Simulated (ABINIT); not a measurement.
ZnSe (Stilleite):

```xyz
2
Lattice="0.0000 2.8338 2.8338 2.8338 0.0000 2.8338 2.8338 2.8338 0.0000" Properties=species:S:1:pos:R:3 pbc="T T T"
Se    4.2507    4.2507    4.2507
Zn    0.0000    0.0000    0.0000
```

Base run:

```yaml
Program: ABINIT 10.8.3 (patched build)
Functional: PBEsol
Potentials_or_basis: JTH PAW PBE v2.0
Cutoff: 544 eV
k_mesh: 6 × 6 × 6
Occupations: fermi-dirac, width 0.05 eV
Spin: no spin polarisation
```

Its results: band gap on the k mesh 1.17 eV, direct.

Question: The run is repeated on the same cell with these changes: functional from PBEsol to LDA; potentials or basis from JTH PAW PBE v2.0 to JTH PAW LDA v2.0. What comes out?

Answer: Band gap on the k mesh 1.03 eV, direct.

